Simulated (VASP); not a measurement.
A run of VASP 6.6.1 is set up as follows.

Contents of INCAR:

```
PREC     = Accurate       # precision mode
ENCUT    = 520            # plane-wave cutoff, eV
EDIFF    = 1E-6           # SCF threshold, eV
ISMEAR   = -1             # smearing method
SIGMA    = 0.1            # smearing width, eV
LREAL    = False          # projectors in reciprocal space
LASPH    = True           # aspherical terms in the spheres
NELM     = 150            # most SCF steps
ALGO     = Normal         # electronic algorithm
ISIF     = 2              # what is computed and relaxed
LWAVE    = False          # write WAVECAR
LCHARG   = False          # write CHGCAR
ISPIN    = 2              # spin polarisation
MAGMOM   = 7              # initial moments
LORBIT   = 11             # projections on sites
LMAXMIX  = 6              # l up to which the mixer works
GGA      = PS             # functional
NBANDS   = 19             # bands
```

KPOINTS

```
regular mesh
0
Gamma
  8 8 8
```

Contents of POSCAR:

```
Gd
1.0
    0.0000000000      2.5858190855      2.5858190855
    2.5858190855      0.0000000000      2.5858190855
    2.5858190855      2.5858190855      0.0000000000
Gd
1
Direct
    0.0000000000      0.0000000000      0.0000000000
```

Potentials or basis: VASP PAW PBE potentials, release 64 (Gd).

Command:

```bash
$ cat potpaw_PBE.64/Gd/POTCAR > POTCAR
$ mpirun -np 1 vasp_std > vasp.out
```

(1) Estimate the net moment.

(2) What does it give for the pressure?

(3) Predict the site moments.

Answers

(1) 7.46 μB per cell.

(2) -3.1 GPa.

(3) Gd +6.91 μB.

Caveat: the PAW data sets were made with another functional, which shifts forces and pressure a little.
